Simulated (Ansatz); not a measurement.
# Al: the cost of one run

Computed with Ansatz 0.2.0 (DFT LDA, scalar-relativistic, plane waves, PAW, unless a step's input says otherwise).

## 1. The structure to begin with

Symmetry: P4/mmm, No. 123, tetragonal system. The conventional cell has a = 2.864 Å, b = 2.864 Å, c = 56.450 Å, α = 90.00°, β = 90.00°, γ = 90.00°. Al (site symmetry 4mm) is surrounded by 8 Al at 2.86 Å. Al (site symmetry 4mm) is surrounded by 12 Al at 2.86 Å. Only part of the 10 independent sites is listed.

Coordinates:

```cif
data_structure
_symmetry_space_group_name_H-M 'P 1'
_symmetry_Int_Tables_number 1
_cell_length_a 2.8638
_cell_length_b 2.8638
_cell_length_c 56.4500
_cell_angle_alpha 90.000
_cell_angle_beta 90.000
_cell_angle_gamma 90.000
_cell_volume 462.96
loop_
_atom_site_label
_atom_site_type_symbol
_atom_site_fract_x
_atom_site_fract_y
_atom_site_fract_z
_atom_site_occupancy
Al1 Al 0.00000 0.00000 0.17715 1
Al2 Al 0.50000 0.50000 0.21302 1
Al3 Al 0.00000 0.00000 0.24889 1
Al4 Al 0.50000 0.50000 0.28477 1
Al5 Al 0.00000 0.00000 0.32064 1
Al6 Al 0.50000 0.50000 0.35651 1
Al7 Al 0.00000 0.00000 0.39238 1
Al8 Al 0.50000 0.50000 0.42826 1
Al9 Al 0.00000 0.00000 0.46413 1
Al10 Al 0.50000 0.50000 0.50000 1
Al11 Al 0.00000 0.00000 0.53587 1
Al12 Al 0.50000 0.50000 0.57174 1
Al13 Al 0.00000 0.00000 0.60762 1
Al14 Al 0.50000 0.50000 0.64349 1
Al15 Al 0.00000 0.00000 0.67936 1
Al16 Al 0.50000 0.50000 0.71523 1
Al17 Al 0.00000 0.00000 0.75111 1
Al18 Al 0.50000 0.50000 0.78698 1
Al19 Al 0.00000 0.00000 0.82285 1
```

## 2. Relaxing the atoms: Al19 slab, no spin

input.yaml reads:

```yaml
crystal:
  lattice:
    - [2.8637824638, 0.0, 0.0]
    - [0.0, 2.8637824638, 0.0]
    - [0.0, 0.0, 56.45]
  atoms:
    - { symbol: Al, position: [0.0, 0.0, 0.1771479185] }
    - { symbol: Al, position: [0.5, 0.5, 0.213020372] }
    - { symbol: Al, position: [0.0, 0.0, 0.2488928255] }
    - { symbol: Al, position: [0.5, 0.5, 0.284765279] }
    - { symbol: Al, position: [0.0, 0.0, 0.3206377325] }
    - { symbol: Al, position: [0.5, 0.5, 0.356510186] }
    - { symbol: Al, position: [0.0, 0.0, 0.3923826395] }
    - { symbol: Al, position: [0.5, 0.5, 0.428255093] }
    - { symbol: Al, position: [0.0, 0.0, 0.4641275465] }
    - { symbol: Al, position: [0.5, 0.5, 0.5] }
    - { symbol: Al, position: [0.0, 0.0, 0.5358724535] }
    - { symbol: Al, position: [0.5, 0.5, 0.571744907] }
    - { symbol: Al, position: [0.0, 0.0, 0.6076173605] }
    - { symbol: Al, position: [0.5, 0.5, 0.643489814] }
    - { symbol: Al, position: [0.0, 0.0, 0.6793622675] }
    - { symbol: Al, position: [0.5, 0.5, 0.715234721] }
    - { symbol: Al, position: [0.0, 0.0, 0.7511071745] }
    - { symbol: Al, position: [0.5, 0.5, 0.786979628] }
    - { symbol: Al, position: [0.0, 0.0, 0.8228520815] }
scf:
  occupations: { method: gaussian, width: 0.1 }
output:
  forces: true
  stress: false
  write_density: true
  write_potential: true
  elf: true
  volumetric_format: npy
hamiltonian:
  xc: lda
efield:
  axis: 3
  dipole_correction: true
kpoints:
  mp_grid: { grid: [20, 20, 1] }
relax:
  f_tol: 0.01
```

Command:

```bash
> ansatz run input.yaml --threads 8 --pin off --max-ram 30720MiB --backend cpu --events-out ev --progress --plain --runs-dir out
```

**Question.** How long does this run take on 8 threads of Arm Neoverse N1, shared host, and how much memory does it need?

About 3.2 min, with a peak of 2 GiB.
